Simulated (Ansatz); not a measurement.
## LiCl: distorted cells

Computed with DFT PBE, scalar-relativistic, plane waves, PAW (Ansatz).

Settings: cutoff 420 eV, Γ-centred mesh 8×8×8 on the computed 2-atom cell, Gaussian smearing of 0.02 eV; no spin polarisation.

Reference cell:

```
Li Cl
1.0
     0.00000    2.56476    2.56476
     2.56476    0.00000    2.56476
     2.56476    2.56476    0.00000
Li Cl
1 1
Direct
  0.00000 0.00000 0.00000
  0.50000 0.50000 0.50000
```

Each variant moves atoms of this cell by the vectors given, if any (Å), and then applies a symmetric strain (tensor components, Cartesian axes). The reference cell isn't relaxed at this level. Energies are per atom at zero smearing, counted from the lowest variant. Pressure is positive in compression.

1. strain (xx yy zz yz xz xy, %) 2.71 2.71 2.71 0.00 0.00 0.00
2. strain (xx yy zz yz xz xy, %) 3.44 3.44 3.44 -6.00 6.00 6.00
3. strain (xx yy zz yz xz xy, %) 6.17 2.95 5.73 0.29 -0.33 0.15; moves: Li1 (-0.017, -0.018, -0.097); Cl2 (0.017, 0.018, 0.097)
4. strain (xx yy zz yz xz xy, %) 3.98 3.98 3.98 0.00 0.00 0.00
5. no strain; moves: Li1 (-0.014, 0.026, -0.034)
6. strain (xx yy zz yz xz xy, %) -2.42 -1.05 -1.05 -1.00 0.13 0.13

```csv
result,ΔE (meV/atom),P (GPa),largest force (eV/Å),gap on mesh (eV)
A,6.9,-1.87,0.00,5.90
B,16.6,-2.66,0.00,5.71
C,56.0,-1.92,0.00,5.18
D,27.1,-2.83,0.03,5.55
E,6.2,2.10,0.00,6.52
F,0.0,0.42,0.03,6.33
```

(1) Which variant gave which result?

Results:

(1) A is 1, B is 4, C is 2, D is 3, E is 6, F is 5. The pressure falls as the cell grows: from the smallest volume to the largest the variants are 6, 5, 1, 2, 4, 3.